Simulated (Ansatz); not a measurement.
# ZnO (Zincite): the cost of one run

Program: Ansatz 0.2.0. Level of theory: DFT, PBE, plane-wave PAW, default files, scalar-relativistic. These are calculated values, not measurements.

## (1) Starting point

It takes space group P6_3mc (No. 186, hexagonal). The conventional cell has a = 3.249 Å, b = 3.249 Å, c = 5.204 Å, α = 90.00°, β = 90.00°, γ = 120.00°. Zn (site symmetry 3m) is surrounded by 4 O at 1.97 to 1.99 Å. O (site symmetry 3m) is surrounded by 4 Zn at 1.97 to 1.99 Å.

Structure file:

```
CELL_PARAMETERS angstrom
3.24940 0.00000 0.00000
-1.62470 2.81406 0.00000
0.00000 0.00000 5.20380
ATOMIC_POSITIONS crystal
Zn 0.33333 0.66667 0.00000
Zn 0.66667 0.33333 0.50000
O 0.33333 0.66667 0.38210
O 0.66667 0.33333 0.88210
```

The earlier run gave: gap on the mesh 0.80 eV, largest force 0.031 eV/Å, pressure 4.9 GPa.

The printed gradients, by site:

| site | atoms | first shell | V_zz (10²¹ V/m²) | η | C_Q (MHz) |
| --- | --- | --- | --- | --- | --- |
| Zn | 1, 2 | 4 O at 1.97–1.99 Å; also 1 O at 3.22 Å | 0.75 | 0.00 | 2.21 (⁶⁷Zn) |
| O | 3, 4 | 4 Zn at 1.97–1.99 Å; also 1 Zn at 3.22 Å | -0.33 | 0.00 | 0.204 (¹⁷O) |

Conventions: |V_zz| ≥ |V_yy| ≥ |V_xx|, η = (V_xx − V_yy)/V_zz, C_Q = eQV_zz/h. Nuclear quadrupole moments: year-2017 set (Pyykkö).

## (2) Z stretched by -3 %, ions relaxed

Input file input.yaml:

```yaml
crystal:
  lattice:
    - [3.2494, 0.0, 0.0]
    - [-1.6247, 2.8140629471, 0.0]
    - [0.0, 0.0, 5.047686]
  atoms:
    - { symbol: Zn, position: [0.3333333333, 0.6666666667, 0.0004799578] }
    - { symbol: Zn, position: [0.6666666667, 0.3333333333, 0.5004799578] }
    - { symbol: O, position: [0.3333333333, 0.6666666667, 0.3816200422] }
    - { symbol: O, position: [0.6666666667, 0.3333333333, 0.8816200422] }
kpoints:
  mp_grid: { grid: [11, 11, 6] }
scf:
  occupations: { method: fermi_dirac, width: 0.02 }
hamiltonian:
  xc: pbe
  pseudopotentials: { kind: paw }
output:
  forces: true
  stress: true
  populations: true
  efg:
    quadrupole_moments_barn: { Zn: 0.122, O: -0.02558 }
    contact_densities: true
  write_density: true
  write_potential: true
  elf: true
  volumetric_format: npy
relax:
  f_tol: 0.02
  max_steps: 60
```

Run with:

```
> ansatz run input.yaml --threads 1 --pin off --max-ram 3072MiB --backend cpu --events-out ev --progress --plain --runs-dir out
```

What time and memory should one allow on 1 thread of AMD EPYC 9R45 (Zen 5), shared host?

About 7 s, with a peak of 0.48 GiB.
